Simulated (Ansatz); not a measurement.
In (hcp): energy against volume

These are results of DFT, revPBE, plane waves (420 eV) with PAW, scalar-relativistic (Ansatz), not measurements. The PAW files were generated under PBE, with cores re-solved for the functional.

The cell is scaled uniformly from the relaxed one, with fractional coordinates and shape fixed. Energies are extrapolated to zero smearing, pressures are those at the given smearing. Magnetic state: spin not included.

A Birch-Murnaghan fit gives V₀ = 28.59 Å³/atom, B₀ = 30 GPa, B₀′ = 5.2.

Q: What are the energy above the minimum and the pressure at 25.208 Å³/atom?

A: 49.2 meV/atom and 5.38 GPa as computed.

Q: What are the energy above the minimum and the pressure at 27.500 Å³/atom?

A: 4.3 meV/atom and 1.35 GPa as computed.

Q: What are the energy above the minimum and the pressure at 30.937 Å³/atom?

A: 15.5 meV/atom and -1.91 GPa as computed.
